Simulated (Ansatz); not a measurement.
An Ansatz input:

```yaml
crystal:
  lattice:
    - [0.0, 1.7722049418, 1.7722049418]
    - [1.7722049418, 0.0, 1.7722049418]
    - [1.7722049418, 1.7722049418, 0.0]
  atoms:
    - { symbol: Mn, position: [0.0, 0.0, 0.0], spin: 3.0 }
hamiltonian:
  xc: blyp
  pseudopotentials:
    kind: paw
    azcp:
      Mn: "pseudopotentials/Mn.paw.azcp"
basis:
  ecutwfc: 420
  fft_grid_basis: typed
kpoints:
  mp_grid: { grid: [25, 25, 25], shift: [0, 0, 0] }
magnetization:
  spin_polarized: true
scf:
  occupations: { method: fermi_dirac, width: 0.05 }
output:
  write_density: true
  write_potential: true
  elf: true
  volumetric_format: npy
```

Output

```
Engine: ansatz 0.2.0, aarch64-unknown-linux-gnu
Pseudopotentials: kind: paw
Pseudopotential: Mn, paw, valence charge 15, recommended cutoff 420 eV (normal) 
Functional definition: BLYP
  parameter beta = 0.0042
  parameter a = 0.04918
  parameter b = 0.132
  parameter c = 0.2533
  parameter d = 0.349
  exchange = b88_x(beta = beta)
  correlation = lyp_c(a = a, b = b, c = c, d = d)
Crystal: 1 atoms, lattice volume = 11.132 Å³
Basis set: ecut = 420 eV, 229 PW (Γ), exchange–correlation on 36×36×36 points (8 copies of the dense FFT grid, shifted against one another)
Bands: 13, of which v1, the nominal top of the filled ones, is band 8 counted from 1 (7 counted from 0)
Symmetry: 48 space group operations
Space group: Fm-3m (ITA 225), of the structure as read, at distance tolerance 2.2e-5 Å
Magnetic group: BNS 225.116 (UNI 1618), of the structure as read, at distance tolerance 2.2e-5 Å
k-points: 455 of 15625
Non-local potential: Mn, projectors of the file, l = 0: 3, l = 1: 2, l = 2: 3, l = 3: 1
PAW form: soft (Blöchl's): semilocal exchange-correlation on the pseudo side does not see the compensation charge
PAW frozen core: Mn, regenerated for the run's functional, and the local potential with it (the file was generated under x = pbe(κ = 0.804, μ = 0.2195149727645171), c = pbe(β = 0.06672455060314922))
PAW one-centre angular grid: Mn, 590 points (default); XC on 64 Gauss nodes
Initial density: superposition of atomic densities (chi_scale 0.1, normalization cell)
Starting moments: Σ|m| = 3 μB on 1 of 1 site
Initial wavefunctions: pseudopotential atomic-orbital guess
Functional: x = b88, c = lyp
SCF iter   1: F=—  HF=-3907.637101 eV  |F-HF|=—  |Δ(HF+E_count)|=         —  Δρ=3.61e-1 (↑3.61e-1 ↓1.99e-1)  dr2=2.69e0  dr2_m=7.81e0  M=0.338 μB ∫|m|=0.341 μB  β_m=0.30  ethr=3.10e-3  ⟨swp⟩=4.4  Hψ=54286  notcnv=0
Mixer restart at iter 1: flushing history
SCF iter   2: F=—  HF=-3905.479017 eV  |F-HF|=—  |Δ(HF+E_count)|=    2.16e0  Δρ=1.78e-1 (↑1.49e-1 ↓1.78e-1)  dr2=6.45e-2  dr2_m=2.72e0  M=0.590 μB ∫|m|=0.594 μB  β_m=0.42  ethr=3.10e-3  ⟨swp⟩=3.2  Hψ=30738  notcnv=0  defer=574
SCF iter   3: F=—  HF=-3906.059352 eV  |F-HF|=—  |Δ(HF+E_count)|=   5.80e-1  Δρ=1.32e-1 (↑1.32e-1 ↓7.66e-2)  dr2=2.79e-1  dr2_m=1.09e0  M=0.343 μB ∫|m|=0.347 μB  β_m=0.47  ethr=4.30e-4  ⟨swp⟩=3.1  Hψ=29725  notcnv=0  defer=566
SCF iter   4: F=—  HF=-3905.994413 eV  |F-HF|=—  |Δ(HF+E_count)|=   6.49e-2  Δρ=1.65e-2 (↑1.07e-2 ↓1.65e-2)  dr2=9.36e-3  dr2_m=1.72e-2  M=0.228 μB ∫|m|=0.234 μB  β_m=0.74  ethr=4.30e-4  ⟨swp⟩=2.5  Hψ=23678  notcnv=0  defer=511
SCF iter   5: F=—  HF=-3905.990940 eV  |F-HF|=—  |Δ(HF+E_count)|=   3.47e-3  Δρ=8.51e-3 (↑4.41e-3 ↓8.51e-3)  dr2=1.92e-3  dr2_m=4.03e-3  M=0.097 μB ∫|m|=0.102 μB  β_m=0.87  ethr=6.24e-5  ⟨swp⟩=2.4  Hψ=21307  notcnv=0  defer=477
SCF iter   6: F=—  HF=-3905.996041 eV  |F-HF|=—  |Δ(HF+E_count)|=   5.10e-3  Δρ=3.92e-3 (↑3.92e-3 ↓1.51e-3)  dr2=1.17e-3  dr2_m=4.98e-4  M=0.094 μB ∫|m|=0.096 μB  β_m=0.93  ethr=1.28e-5  ⟨swp⟩=2.3  Hψ=18558  notcnv=0  defer=474
SCF iter   7: F=—  HF=-3905.996581 eV  |F-HF|=—  |Δ(HF+E_count)|=   5.40e-4  Δρ=2.24e-3 (↑2.24e-3 ↓1.37e-3)  dr2=9.39e-5  dr2_m=3.18e-4  M=0.051 μB ∫|m|=0.052 μB  β_m=0.97  ethr=7.82e-6  ⟨swp⟩=2.7  Hψ=21461  notcnv=0  defer=474
SCF iter   8: F=—  HF=-3905.996658 eV  |F-HF|=—  |Δ(HF+E_count)|=   7.77e-5  Δρ=8.33e-4 (↑8.33e-4 ↓6.67e-4)  dr2=5.99e-6  dr2_m=5.53e-5  M=0.018 μB ∫|m|=0.018 μB  β_m=0.98  ethr=6.26e-7  ⟨swp⟩=2.1  Hψ=19441  notcnv=0  defer=465
SCF iter   9: F=—  HF=-3905.996667 eV  |F-HF|=—  |Δ(HF+E_count)|=   8.87e-6  Δρ=5.61e-5 (↑4.58e-5 ↓5.61e-5)  dr2=3.99e-8  dr2_m=2.17e-7  M=0.002 μB ∫|m|=0.002 μB  β_m=0.99  ethr=4.00e-8  ⟨swp⟩=2.0  Hψ=19078  notcnv=0  defer=465
SCF iter  10: F=—  HF=-3905.996668 eV  |F-HF|=—  |Δ(HF+E_count)|=   2.14e-7  Δρ=9.26e-6 (↑5.29e-6 ↓9.26e-6)  dr2=1.73e-9  dr2_m=5.17e-9  M=0.000 μB ∫|m|=0.000 μB  β_m=0.97  ethr=2.66e-10  ⟨swp⟩=2.0  Hψ=19133  notcnv=0  defer=465
SCF iter  11: F=—  HF=-3905.996668 eV  |F-HF|=—  |Δ(HF+E_count)|=  2.73e-11  Δρ=5.72e-7 (↑2.16e-7 ↓5.72e-7)  dr2=3.93e-11  dr2_m=4.47e-12  M=-0.000 μB ∫|m|=0.000 μB  β_m=0.94  ethr=1.15e-11  ⟨swp⟩=2.2  Hψ=18978  notcnv=0  defer=465
SCF iter  12: F=-3905.996668 eV  HF=-3905.996668 eV  |F-HF|=1.36e-12  |Δ(HF+E_count)|=  6.37e-12  Δρ=4.35e-8 (↑4.32e-8 ↓4.35e-8)  dr2=1.32e-13  dr2_m=5.20e-15  M=-0.000 μB ∫|m|=0.000 μB  ethr=1.00e-12  ⟨swp⟩=3.0  Hψ=34316  notcnv=0
SCF 1 converged in 12 iterations: F = -3905.996668 eV  dr2 = 1.32e-13
the search or the solves at the SCF's close seem to have found levels that the self-consistency loop had missed (the run counts 1). By its estimate they hold under 1e-12 electrons; where the run keeps them, the occupations were computed again with them
WARN: the starting moments were not kept: the SCF closed with an absolute magnetisation of 2.5e-7 μB, where they sum to 3 μB in size (1 site). That is at most 0.1 of that sum. Measured as dr2_m measures the in/out step, that magnetisation stands 8.7e-14 eV from none, at or under the dr2_threshold of 1.0e-7 eV: it is no larger than a step whose dr2_m would equal this threshold. The system may hold no moment; this SCF shows only that its start led to no more than that. To try another start: raise the starting moments (crystal.atoms[].spin, magnetization.per_species, magnetization.initial_magnetization, or on a non-collinear deck that types none of these the spinor_matrix: blocks that start its atoms; where the total moment is fixed, keep their sum and leave initial_magnetization as it is; typed ones take the place of any that the run laid by itself, positive ones on a crystal's lanthanoids without a Hubbard term where scf.initial_density.shell_occupations: [] is typed) or, if the notice of its spin-set hold's release reads "site moments contracting" or "site moments show no strong build", lengthen the hold (scf.mixing.spin_hold: { on: { confirm: 4 } }; for m-r²SCAN on two components see the key's manual first). Each may lead to a state that holds a moment. A second SCF, from the converged charge density, with the starting moments and any scf.initial_density.shell_occupations laid on it anew, would have followed, and was not run: the deck does not ask for one (magnetization.retry_lost_moments is false, the default). To let it run, set magnetization.retry_lost_moments: true and run the deck again, where that key's refused combinations let it; where memory then withholds it, that run's warning says so.
SCF converged after 12 iterations
Magnetization: -0.0000 μB (7.5000 up, 7.5000 down)
Absolute magnetization: 0.0000 μB (∫|ρ↑−ρ↓|, with the PAW one-centre terms)
Spin contamination: 0.0000 ħ² per cell (⟨S²⟩ above its minimum at these occupations)
Per-site moments (μB) at R_I (Å): [(-2.2860555100496739e-7, 1.03383895889925)]
Free energy (F): -3905.996668 eV
Harris-Foulkes:  -3905.996668 eV  (|F-HF|=1.36e-12)
Internal energy: -3905.983572 eV  (E = F + TS)
E sigma→0 (E₀):  -3905.990120 eV
Entropy (-TS):   -0.013096 eV (-13.096 meV/atom)
Fermi energy:    19.971113 eV
--- Per-component energies (eV) ---
  E_band       = -161.035293
  E_kinetic    = 308.197004
  E_local      = -1602.779589  (includes V_loc(G=0)·N_el)
  E_nonlocal   = 236.335028
  E_hartree    = 667.642311
  E_xc         = -113.585686
  E_vxc        = -145.216433  (∫ρ·V_xc dr)
  E_paw        = -1306.309868  (= ΣΔE_a)
  E_vpaw       = -292.855922  (= ΣTr[D̂ρ^β])
  E_aug_tail   = -0.000009  (compensation charges beyond the density's cutoff)
  E_ewald      = -2095.495144
  E_core_change = 0.012382  (= ΣΔE_core)
  E_smearing   = -0.013096  (= −TS)
  E_closure    = 0.000000  (closes the sum)
  Σ components = -3905.996668   (vs F -3905.996668, Δ=0.00e0)
--- Band table (eV; the first three rows and the last of 910) ---
  k-point 0 ↑: bands = ["-59.1430", "-27.5734", "-27.5734", "-27.5734", "11.9532", "18.8382", "18.8382", "18.8382", "20.4725", "20.4725", "41.3503", "46.7319", "46.7319"]
  k-point 1 ↑: bands = ["-59.1408", "-27.5845", "-27.5748", "-27.5748", "12.0196", "18.8109", "18.8591", "18.8591", "20.4616", "20.4616", "41.3395", "46.0029", "46.7135"]
  k-point 2 ↑: bands = ["-59.1346", "-27.6170", "-27.5791", "-27.5791", "12.2161", "18.7335", "18.9177", "18.9177", "20.4334", "20.4334", "41.2376", "44.6038", "46.6581"]
  k-point 454 ↓: bands = ["-58.9617", "-28.0332", "-28.0052", "-27.8242", "16.6888", "17.7431", "17.9887", "20.3038", "21.8485", "29.0987", "29.9369", "32.0514", "33.3606"]
```
